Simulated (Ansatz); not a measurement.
## AlN: N vacancy

Level of theory: PBE, collinear spin, scalar-relativistic; Ansatz, plane waves to 420 eV (PAW set soft_2), k-mesh 2×2×2 shifted by half a step.

The relaxed host crystal (Kohn–Sham gap 4.03 eV over the whole zone):

```
Al N
1.0
     3.13020    0.00000    0.00000
    -1.56510    2.71084    0.00000
     0.00000    0.00000    5.01802
Al N
2 2
Direct
  0.66667 0.33333 0.49923
  0.33333 0.66667 0.99923
  0.66667 0.33333 0.88077
  0.33333 0.66667 0.38077
```

Supercell of 36 atoms, rows of the matrix [[1,-1,-1],[-2,-1,-1],[1,2,-1]] times the cell vectors; N vacancy at (0.667, 0.333, 0.881) in fractions of the cell above. Atoms are relaxed at the host's cell, from a start shaken by 0.03 Å near the defect; charged cells sit in a uniform background.

Nearest atoms to the empty N site: in the perfect crystal Al 1.90 Å, Al 1.90 Å, Al 1.90 Å, Al 1.92 Å; charge +3: Al 2.26 Å, Al 2.27 Å, Al 2.27 Å, Al 2.57 Å; charge +1: Al 1.94 Å, Al 1.94 Å, Al 1.95 Å, Al 2.00 Å; charge 0: Al 1.87 Å, Al 1.87 Å, Al 1.87 Å, Al 1.92 Å.

```json
{"charge": "+3", "moment of the cell (μB)": "0.00", "gap of the cell on the mesh (eV)": "2.20", "carriers": "none in the bands"}
{"charge": "+1", "moment of the cell (μB)": "0.00", "gap of the cell on the mesh (eV)": "3.34", "carriers": "none in the bands"}
{"charge": "0", "moment of the cell (μB)": "1.00", "gap of the cell on the mesh (eV)": "0.56", "carriers": "none in the bands"}
```

On this mesh the host's own supercell has a gap of 5.22 eV.

Formation energy of the neutral defect: 5.75 eV, taking atoms from and to the elements' standard states (no corrections for gases), so it belongs to those chemical potentials alone.

Caveats: at charge +3: net starting moment lost; at charge +1: net starting moment lost; semilocal functionals make gaps too small, which shifts levels too; small supercell, so energies and levels can be off by tenths of an eV; one random start near the defect, so other minima are possible.

Removing electrons from the N vacancy drives the surrounding Al atoms outward, from slight contraction of three neighbours in the neutral cell to strong expansion at +3. The vacancy states are built from Al dangling bonds. Electrons in their bonding combination hold the cations together and screen their mutual repulsion; once it is emptied, the Al atoms can pull back towards their remaining N neighbours. At +3 one Al retreats to 2.57 Å, well beyond the other three, which suggests a nearly planar bonding arrangement with its remaining N atoms.

The neutral moment of 1.00 μB fits a filled bonding level plus one unpaired electron in a higher vacancy state, the electron that is lost at +1. The formation energy of 5.75 eV refers to the N-rich limit, so Al-rich conditions would make the neutral vacancy cheaper. Because the shifted mesh misses the zone centre, where AlN has its conduction-band minimum, the neutral cell doesn't establish whether the unpaired electron is deeply bound or would spill into the band.
